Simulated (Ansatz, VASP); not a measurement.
One calculation of Ta, two programs

File INCAR:

```
SYSTEM = Ta
PREC     = Accurate       ! precision mode
ENCUT    = 600            ! plane-wave cutoff, eV
EDIFF    = 1E-7           ! SCF threshold, eV
ISMEAR   = -1             ! smearing method
SIGMA    = 0.05           ! smearing width, eV
LREAL    = .FALSE.        ! projectors in reciprocal space
LASPH    = .TRUE.         ! aspherical terms in the spheres
NELM     = 100            ! most SCF steps
ALGO     = Normal         ! electronic algorithm
ISIF     = 3              ! what is computed and relaxed
LWAVE    = .FALSE.        ! write WAVECAR
LCHARG   = .FALSE.        ! write CHGCAR
GGA      = RP             ! functional
IVDW     = 12             ! dispersion correction
IBRION   = 2              ! ionic algorithm
NSW      = 60             ! ionic steps
EDIFFG   = -0.01          ! ionic threshold
```

KPOINTS

```
Automatic mesh
0
G
  11 11 11
  0 0 0
```

File POSCAR:

```
Ta
1.0
   -1.6512800000      1.6512800000      1.6512800000
    1.6512800000     -1.6512800000      1.6512800000
    1.6512800000      1.6512800000     -1.6512800000
Ta
1
Direct
    0.0000000000      0.0000000000      0.0000000000
```

The input input.yaml:

```yaml
crystal:
  lattice:
    - [-1.65128, 1.65128, 1.65128]
    - [1.65128, -1.65128, 1.65128]
    - [1.65128, 1.65128, -1.65128]
  atoms:
    - { symbol: Ta, position: [0.0, 0.0, 0.0] }
hamiltonian:
  xc: rpbe
  pseudopotentials: { kind: paw }
  dispersion: d3bj
kpoints:
  mp_grid: { grid: [11, 11, 11] }
scf:
  occupations: { method: fermi_dirac, width: 0.05 }
output:
  forces: true
  stress: true
  eigenvalues: true
  write_density: true
  write_potential: true
  elf: true
  volumetric_format: npy
relax:
  f_tol: 0.01
  max_steps: 40
  cell: { stress_tol: 0.05 }
```

Alike in both runs: task relaxation of cell and atoms; functional RPBE; dispersion D3(BJ); k mesh 11 × 11 × 11; occupations fermi-dirac, width 0.05 eV; no spin polarisation.

```csv
,VASP,Ansatz
version,VASP 6.6.1,Ansatz 0.2.0
potentials or method,"VASP PAW PBE potentials, release 64 (Ta_pv)",Ansatz PAW
plane-wave cutoff (eV),600,420
valence electrons in the cell,11,13
```

Ansatz gave:

- gap on the k mesh at the Fermi level, each at its own relaxed structure (eV): none
- relaxed volume (Å³/atom): 15.15
- relaxed cell length with the largest relative difference (Å): 2.700
- energy change over the relaxation (meV/atom): -392

Which values does VASP return?

gap on the k mesh at the Fermi level, each at its own relaxed structure (eV): none; relaxed volume (Å³/atom): 15.18; relaxed cell length with the largest relative difference (Å): 2.702; energy change over the relaxation (meV/atom): -386.

A gap of «none» marks a metal or a gap that the smearing closes. The two sets of potentials don't hold the same shells in valence.

Caveats: the volume moved by over 15 % at a fixed basis, so the end points are rough; the volume moved by -16 % from the deposited cell, more than functionals usually miss; pairwise dispersion overbinds metals, which lowers pressure and volume; the PAW data sets were made with another functional, which shifts forces and pressure a little (VASP); the plane-wave basis is chosen anew once the cell has moved, so the energies of steps on either side of that aren't comparable (Ansatz); the PAW data sets come from PBE, with cores solved anew for the run's functional, which leaves a small shift of forces and pressure (Ansatz). Spin-orbit coupling is left out, which matters for the levels of Ta.
